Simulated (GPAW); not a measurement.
Set up this calculation in GPAW 26.7.0, as an ASE script.

- Task: band structure
- Functional: LDA
- Potentials or basis: the program's PAW data sets (release 1.2.1) made for this functional
- Cutoff: 600 eV
- Basis: pw
- k mesh: 6 × 6 × 6
- Occupations: fermi-dirac, width 0.05 eV
- Spin: collinear spin, ferromagnetic start
- Starting moments: [1.0, 1.0, 1.0, 0.0] μB
- Maxiter: 150
- Band path: GXMGRX,MR
- Band points: 60

Crystal: AlNi3.

```
Ni Al
1.0
     3.52305    0.00000    0.00000
     0.00000    3.52305    0.00000
     0.00000    0.00000    3.52305
Ni Al
3 1
Direct
  0.50000 0.50000 0.00000
  0.50000 0.00000 0.50000
  0.00000 0.50000 0.50000
  0.00000 0.00000 0.00000
```

The cell is a database's computed one.

These files were run (other wordings do the same):

run.py

```python
from ase import Atoms
from ase.dft.bandgap import bandgap
from ase.io import write
from ase.units import GPa
from gpaw import GPAW, PW

atoms = Atoms(['Ni', 'Ni', 'Ni', 'Al'],
              cell=[[3.5230547267, 0.0, 0.0],
                    [0.0, 3.5230547267, 0.0],
                    [0.0, 0.0, 3.5230547267]],
              scaled_positions=[[0.5, 0.5, 0.0],
                                [0.5, 0.0, 0.5],
                                [0.0, 0.5, 0.5],
                                [0.0, 0.0, 0.0]],
              pbc=True)
atoms.set_initial_magnetic_moments([1.0, 1.0, 1.0, 0.0])

calc = GPAW(mode=PW(600),
            xc='LDA',
            kpts={'size': (6, 6, 6), 'gamma': True},
            occupations={'name': 'fermi-dirac', 'width': 0.05},
            nbands=45,
            convergence={'density': 1e-05, 'energy': 1e-05},
            maxiter=150,
            txt='gpaw.txt')
atoms.calc = calc
energy = atoms.get_potential_energy()
forces = atoms.get_forces()
stress = atoms.get_stress()
calc.write('gs.gpw')
write('result.traj', atoms)
print(f'Energy: {energy:.6f} eV')
print('Forces (eV/A):')
print(forces.round(4))
print('Stress (GPa):', (stress / GPa).round(3))
print('Moments:', calc.get_magnetic_moments().round(3))
print('Fermi level:', round(calc.get_fermi_level(), 4), 'eV')
print(f'Gap: {bandgap(calc)[0]:.4f} eV, direct: {bandgap(calc, direct=True)[0]:.4f} eV')

path = atoms.cell.bandpath('GXMGRX,MR', npoints=60, eps=1e-4)
bs_calc = calc.fixed_density(kpts=path, symmetry='off', nbands=62,
                             convergence={'bands': 'CBM+6.0', 'eigenstates': 1e-6}, txt='bands.txt')
bs = bs_calc.band_structure()
bs.write('bs.json')
print(f'Gap on the path: {bandgap(bs_calc)[0]:.4f} eV')
```

Potentials or basis: the program's PAW data sets (release 1.2.1) made for this functional, pw.

The run is started by

```console
$ OMP_NUM_THREADS=1 python run.py
```

It gave:

```json
{
  "Pressure": "-6.0 GPa",
  "Band gap along the path": "none (metal or under the smearing width)",
  "Net moment": "0.55 μB per cell",
  "Site moments": "Ni +0.20; Al -0.01 μB"
}
```

Caveat: the stock nickel data set gives pressures a few GPa off other programs.

Wall time 51 s on 1 thread of AMD EPYC 9R45 96-Core Processor (Zen 5), with other jobs on the host, peak memory 0.42 GiB.
